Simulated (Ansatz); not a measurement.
Geometry optimisation in Ansatz: input, command and trajectory.

```yaml
crystal:
  lattice:
    - [9.44, 0.0, 0.0]
    - [0.0, 2.84, 0.0]
    - [0.0, 0.0, 4.42]
  atoms:
    - { symbol: Al, position: [0.146, 0.25, 0.952] }
    - { symbol: Al, position: [0.854, 0.75, 0.048] }
    - { symbol: Al, position: [0.354, 0.75, 0.452] }
    - { symbol: Al, position: [0.646, 0.25, 0.548] }
    - { symbol: O, position: [0.801, 0.25, 0.287] }
    - { symbol: O, position: [0.199, 0.75, 0.713] }
    - { symbol: O, position: [0.699, 0.75, 0.787] }
    - { symbol: O, position: [0.301, 0.25, 0.213] }
    - { symbol: O, position: [0.944, 0.25, 0.802], spin: 0.9 }
    - { symbol: O, position: [0.056, 0.75, 0.198], spin: 0.9 }
    - { symbol: O, position: [0.556, 0.75, 0.302], spin: 0.9 }
    - { symbol: O, position: [0.444, 0.25, 0.698], spin: 0.9 }
basis:
  ecutwfc: 420
kpoints:
  mp_grid: { grid: [4, 12, 8] }
hamiltonian:
  xc: pbesol
scf:
  occupations: { method: gaussian, width: 0.1 }
output:
  forces: true
  stress: true
  eigenvalues: true
  populations: true
magnetization:
  spin_polarized: true
relax:
  adjacent_minimum: "off"
  f_tol: 0.01
  max_steps: 40
```

```bash
ansatz run input.yaml --threads 2 --pin off --max-ram 5120MiB --backend cpu --events-out ev --progress --plain --runs-dir out
```

Method: DFT PBEsol, scalar-relativistic, plane waves, PAW (Ansatz 0.2.0).

Of 7 frames 7 are shown, positions in Å and forces in eV/Å; the SCF threshold varies from step to step.

```xyz
12
Lattice="9.4400 0.0000 0.0000 0.0000 2.8400 0.0000 0.0000 0.0000 4.4200" Properties=species:S:1:pos:R:3:forces:R:3 pbc="T T T" step=1 free_energy_over_end_meV_per_atom=43.93
Al    1.3782    0.7100    4.2078   -0.4773    0.0000    0.1550
Al    8.0618    2.1300    0.2122    0.4773    0.0000   -0.1550
Al    3.3418    2.1300    1.9978    0.4773    0.0000    0.1550
Al    6.0982    0.7100    2.4222   -0.4773    0.0000   -0.1550
O     7.5614    0.7100    1.2685   -0.4872    0.0000    0.2600
O     1.8786    2.1300    3.1515    0.4872    0.0000   -0.2600
O     6.5986    2.1300    3.4785    0.4872    0.0000    0.2600
O     2.8414    0.7100    0.9415   -0.4872    0.0000   -0.2600
O     8.9114    0.7100    3.5448    0.5687    0.0000    1.1358
O     0.5286    2.1300    0.8752   -0.5687    0.0000   -1.1358
O     5.2486    2.1300    1.3348   -0.5687    0.0000    1.1358
O     4.1914    0.7100    3.0852    0.5687    0.0000   -1.1358
12
Lattice="9.4400 0.0000 0.0000 0.0000 2.8400 0.0000 0.0000 0.0000 4.4200" Properties=species:S:1:pos:R:3:forces:R:3 pbc="T T T" step=2 free_energy_over_end_meV_per_atom=18.69
Al    1.3832    0.7100    4.1548   -0.2649    0.0000   -0.0329
Al    8.0568    2.1300    0.2652    0.2649    0.0000    0.0329
Al    3.3368    2.1300    1.9448    0.2649    0.0000   -0.0329
Al    6.1032    0.7100    2.4752   -0.2649    0.0000    0.0329
O     7.5515    0.7100    1.3222   -0.3686    0.0000    0.2116
O     1.8885    2.1300    3.0978    0.3686    0.0000   -0.2116
O     6.6085    2.1300    3.5322    0.3686    0.0000    0.2116
O     2.8315    0.7100    0.8878   -0.3686    0.0000   -0.2116
O     8.9126    0.7100    3.6243    0.5334    0.0000    0.4389
O     0.5274    2.1300    0.7957   -0.5334    0.0000   -0.4389
O     5.2474    2.1300    1.4143   -0.5334    0.0000    0.4389
O     4.1926    0.7100    3.0057    0.5334    0.0000   -0.4389
12
Lattice="9.4400 0.0000 0.0000 0.0000 2.8400 0.0000 0.0000 0.0000 4.4200" Properties=species:S:1:pos:R:3:forces:R:3 pbc="T T T" step=3 free_energy_over_end_meV_per_atom=5.19
Al    1.3837    0.7100    4.0820    0.2360    0.0000   -0.3057
Al    8.0563    2.1300    0.3380   -0.2360    0.0000    0.3057
Al    3.3363    2.1300    1.8720   -0.2360    0.0000   -0.3057
Al    6.1037    0.7100    2.5480    0.2360    0.0000    0.3057
O     7.5214    0.7100    1.3929    0.0000    0.0000   -0.1510
O     1.9186    2.1300    3.0271    0.0000    0.0000    0.1510
O     6.6386    2.1300    3.6029    0.0000    0.0000   -0.1510
O     2.8014    0.7100    0.8171    0.0000    0.0000    0.1510
O     8.9450    0.7100    3.6987    0.0991    0.0000   -0.2225
O     0.4950    2.1300    0.7213   -0.0991    0.0000    0.2225
O     5.2150    2.1300    1.4887   -0.0991    0.0000   -0.2225
O     4.2250    0.7100    2.9313    0.0991    0.0000    0.2225
12
Lattice="9.4400 0.0000 0.0000 0.0000 2.8400 0.0000 0.0000 0.0000 4.4200" Properties=species:S:1:pos:R:3:forces:R:3 pbc="T T T" step=4 free_energy_over_end_meV_per_atom=0.89
Al    1.4070    0.7100    4.0756    0.2043    0.0000   -0.0660
Al    8.0330    2.1300    0.3444   -0.2043    0.0000    0.0660
Al    3.3130    2.1300    1.8656   -0.2043    0.0000   -0.0660
Al    6.1270    0.7100    2.5544    0.2043    0.0000    0.0660
O     7.4744    0.7100    1.3400    0.0684    0.0000   -0.0196
O     1.9656    2.1300    3.0800   -0.0684    0.0000    0.0196
O     6.6856    2.1300    3.5500   -0.0684    0.0000   -0.0196
O     2.7544    0.7100    0.8700    0.0684    0.0000    0.0196
O     8.9902    0.7100    3.6934    0.0135    0.0000   -0.1251
O     0.4498    2.1300    0.7266   -0.0135    0.0000    0.1251
O     5.1698    2.1300    1.4834   -0.0135    0.0000   -0.1251
O     4.2702    0.7100    2.9366    0.0135    0.0000    0.1251
12
Lattice="9.4400 0.0000 0.0000 0.0000 2.8400 0.0000 0.0000 0.0000 4.4200" Properties=species:S:1:pos:R:3:forces:R:3 pbc="T T T" step=5 free_energy_over_end_meV_per_atom=0.16
Al    1.4247    0.7100    4.0312    0.0297    0.0000    0.0101
Al    8.0153    2.1300    0.3888   -0.0297    0.0000   -0.0101
Al    3.2953    2.1300    1.8212   -0.0297    0.0000    0.0101
Al    6.1447    0.7100    2.5988    0.0297    0.0000   -0.0101
O     7.4857    0.7100    1.3826    0.0396    0.0000   -0.0197
O     1.9543    2.1300    3.0374   -0.0396    0.0000    0.0197
O     6.6743    2.1300    3.5926   -0.0396    0.0000   -0.0197
O     2.7657    0.7100    0.8274    0.0396    0.0000    0.0197
O     8.9939    0.7100    3.7062    0.0054    0.0000   -0.0340
O     0.4461    2.1300    0.7138   -0.0054    0.0000    0.0340
O     5.1661    2.1300    1.4962   -0.0054    0.0000   -0.0340
O     4.2739    0.7100    2.9238    0.0054    0.0000    0.0340
12
Lattice="9.4400 0.0000 0.0000 0.0000 2.8400 0.0000 0.0000 0.0000 4.4200" Properties=species:S:1:pos:R:3:forces:R:3 pbc="T T T" step=6 free_energy_over_end_meV_per_atom=0.02
Al    1.4279    0.7100    4.0544   -0.0178    0.0000   -0.0011
Al    8.0121    2.1300    0.3656    0.0178    0.0000    0.0011
Al    3.2921    2.1300    1.8444    0.0178    0.0000   -0.0011
Al    6.1479    0.7100    2.5756   -0.0178    0.0000    0.0011
O     7.4827    0.7100    1.3563   -0.0188    0.0000    0.0117
O     1.9573    2.1300    3.0637    0.0188    0.0000   -0.0117
O     6.6773    2.1300    3.5663    0.0188    0.0000    0.0117
O     2.7627    0.7100    0.8537   -0.0188    0.0000   -0.0117
O     9.0027    0.7100    3.6975   -0.0008    0.0000   -0.0159
O     0.4373    2.1300    0.7225    0.0008    0.0000    0.0159
O     5.1573    2.1300    1.4875    0.0008    0.0000   -0.0159
O     4.2827    0.7100    2.9325   -0.0008    0.0000    0.0159
12
Lattice="9.4400 0.0000 0.0000 0.0000 2.8400 0.0000 0.0000 0.0000 4.4200" Properties=species:S:1:pos:R:3:forces:R:3 pbc="T T T" step=7 free_energy_over_end_meV_per_atom=0.00
Al    1.4258    0.7100    4.0530    0.0012    0.0000    0.0006
Al    8.0142    2.1300    0.3670   -0.0012    0.0000   -0.0006
Al    3.2942    2.1300    1.8430   -0.0012    0.0000    0.0006
Al    6.1458    0.7100    2.5770    0.0012    0.0000   -0.0006
O     7.4820    0.7100    1.3581   -0.0009    0.0000    0.0005
O     1.9580    2.1300    3.0619    0.0009    0.0000   -0.0005
O     6.6780    2.1300    3.5681    0.0009    0.0000    0.0005
O     2.7620    0.7100    0.8519   -0.0009    0.0000   -0.0005
O     9.0014    0.7100    3.6961   -0.0016    0.0000    0.0003
O     0.4386    2.1300    0.7239    0.0016    0.0000   -0.0003
O     5.1586    2.1300    1.4861    0.0016    0.0000    0.0003
O     4.2814    0.7100    2.9339   -0.0016    0.0000   -0.0003
```

Time: 2.1 min on 2 threads of Intel(R) Xeon(R) 6975P-C (Granite Rapids) (shared host), peak memory 0.94 GiB.